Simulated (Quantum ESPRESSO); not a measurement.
Here is a Quantum ESPRESSO 7.5 calculation.

pw.in

```
&CONTROL
  calculation = 'scf'
  prefix = 'pwscf'
  outdir = './tmp'
  pseudo_dir = './pseudo'
  tprnfor = .true.
  tstress = .true.
  disk_io = 'low'
/
&SYSTEM
  ibrav = 0
  celldm(1) = 8
  nat = 5
  ntyp = 3
  ecutwfc = 45
  ecutrho = 360
  nbnd = 28
  occupations = 'smearing'
  smearing = 'fd'
  degauss = 0.00367493
/
&ELECTRONS
  conv_thr = 1d-09
  electron_maxstep = 120
  mixing_beta = 0.5
/
ATOMIC_SPECIES
Ba   137.3270 ba_lda_v1.uspp.F.UPF
Ti    47.8670 ti_lda_v1.4.uspp.F.UPF
O     15.9990 o_lda_v1.2.uspp.F.UPF
CELL_PARAMETERS alat
  0.9414379337120   0.0000000000000   0.0000000000000
  0.0000000000000   0.6701205053689   0.6720692854349
  0.0000000000000  -0.6701205053689   0.6720692854349
ATOMIC_POSITIONS crystal
Ba     0.0000000000    0.0000000000    0.0000000000
Ti     0.5000000000    0.5124000000    0.5124000000
O      0.5000000000    0.9918400000    0.5052400000
O      0.5000000000    0.5052400000    0.9918400000
O      0.0000000000    0.4874000000    0.4874000000
K_POINTS automatic
7 7 7 0 0 0
```

Contents of bands.in:

```
&CONTROL
  calculation = 'bands'
  prefix = 'pwscf'
  outdir = './tmp'
  pseudo_dir = './pseudo'
  disk_io = 'low'
  verbosity = 'high'
/
&SYSTEM
  ibrav = 0
  celldm(1) = 8
  nat = 5
  ntyp = 3
  ecutwfc = 45
  ecutrho = 360
  nbnd = 28
  occupations = 'smearing'
  smearing = 'fd'
  degauss = 0.00367493
/
&ELECTRONS
  conv_thr = 1d-08
  electron_maxstep = 120
  mixing_beta = 0.5
  diago_full_acc = .true.
  startingwfc = 'random'
/
ATOMIC_SPECIES
Ba   137.3270 ba_lda_v1.uspp.F.UPF
Ti    47.8670 ti_lda_v1.4.uspp.F.UPF
O     15.9990 o_lda_v1.2.uspp.F.UPF
CELL_PARAMETERS alat
  0.9414379337120   0.0000000000000   0.0000000000000
  0.0000000000000   0.6701205053689   0.6720692854349
  0.0000000000000  -0.6701205053689   0.6720692854349
ATOMIC_POSITIONS crystal
Ba     0.0000000000    0.0000000000    0.0000000000
Ti     0.5000000000    0.5124000000    0.5124000000
O      0.5000000000    0.9918400000    0.5052400000
O      0.5000000000    0.5052400000    0.9918400000
O      0.0000000000    0.4874000000    0.4874000000
K_POINTS crystal
60
 0.0000000000  0.0000000000  0.0000000000 1
 0.0000000000  0.0830920444 -0.0830920444 1
 0.0000000000  0.1661840888 -0.1661840888 1
 0.0000000000  0.2492761332 -0.2492761332 1
 0.0000000000  0.3323681776 -0.3323681776 1
 0.0000000000  0.4154602219 -0.4154602219 1
 0.0000000000  0.4985522663 -0.4985522663 1
 0.0000000000  0.3739141998 -0.4989141998 1
 0.0000000000  0.2492761332 -0.4992761332 1
 0.0000000000  0.1246380666 -0.4996380666 1
 0.0000000000  0.0000000000 -0.5000000000 1
-0.1250000000  0.0000000000 -0.5000000000 1
-0.2500000000  0.0000000000 -0.5000000000 1
-0.3750000000  0.0000000000 -0.5000000000 1
-0.5000000000  0.0000000000 -0.5000000000 1
-0.5000000000  0.0997104533 -0.4997104533 1
-0.5000000000  0.1994209065 -0.4994209065 1
-0.5000000000  0.2991313598 -0.4991313598 1
-0.5000000000  0.3988418131 -0.4988418131 1
-0.5000000000  0.4985522663 -0.4985522663 1
-0.5000000000  0.4273305140 -0.4273305140 1
-0.5000000000  0.3561087617 -0.3561087617 1
-0.5000000000  0.2848870093 -0.2848870093 1
-0.5000000000  0.2136652570 -0.2136652570 1
-0.5000000000  0.1424435047 -0.1424435047 1
-0.5000000000  0.0712217523 -0.0712217523 1
-0.5000000000  0.0000000000  0.0000000000 1
-0.4000000000  0.0000000000  0.0000000000 1
-0.3000000000  0.0000000000  0.0000000000 1
-0.2000000000  0.0000000000  0.0000000000 1
-0.1000000000  0.0000000000  0.0000000000 1
 0.0000000000  0.0000000000  0.0000000000 1
 0.0000000000 -0.0714285714 -0.0714285714 1
 0.0000000000 -0.1428571429 -0.1428571429 1
 0.0000000000 -0.2142857143 -0.2142857143 1
 0.0000000000 -0.2857142857 -0.2857142857 1
 0.0000000000 -0.3571428571 -0.3571428571 1
 0.0000000000 -0.4285714286 -0.4285714286 1
 0.0000000000 -0.5000000000 -0.5000000000 1
 0.0000000000 -0.4985522663 -0.5014477337 1
-0.1000000000 -0.4985522663 -0.5014477337 1
-0.2000000000 -0.4985522663 -0.5014477337 1
-0.3000000000 -0.4985522663 -0.5014477337 1
-0.4000000000 -0.4985522663 -0.5014477337 1
-0.5000000000 -0.4985522663 -0.5014477337 1
-0.5000000000 -0.5000000000 -0.5000000000 1
-0.4000000000 -0.5000000000 -0.5000000000 1
-0.3000000000 -0.5000000000 -0.5000000000 1
-0.2000000000 -0.5000000000 -0.5000000000 1
-0.1000000000 -0.5000000000 -0.5000000000 1
 0.0000000000 -0.5000000000 -0.5000000000 1
-0.5000000000  0.0000000000  0.0000000000 1
-0.5000000000 -0.0625000000 -0.0625000000 1
-0.5000000000 -0.1250000000 -0.1250000000 1
-0.5000000000 -0.1875000000 -0.1875000000 1
-0.5000000000 -0.2500000000 -0.2500000000 1
-0.5000000000 -0.3125000000 -0.3125000000 1
-0.5000000000 -0.3750000000 -0.3750000000 1
-0.5000000000 -0.4375000000 -0.4375000000 1
-0.5000000000 -0.5000000000 -0.5000000000 1
```

Potentials or basis: GBRV 1.5 LDA.

Launch:

```bash
$ OMP_NUM_THREADS=1 mpirun -n 2 pw.x -nk 2 -in pw.in > pw.out
$ OMP_NUM_THREADS=1 mpirun -n 2 pw.x -nk 2 -in bands.in > bands.out
```

(1) Predict the pressure.

(2) Predict the largest force.

(3) Estimate the band gap on the k mesh.

(4) What does it give for the band gap along the path?

## Answers

(1) -7.4 GPa.

(2) 0.309 eV/Å.

(3) 1.89 eV, indirect (least direct gap 1.99 eV).

(4) 1.81 eV, indirect (least direct gap 1.99 eV).

Caveat: some levels on the path didn't converge; spin-orbit coupling is left out, which moves the levels of the heavy elements.
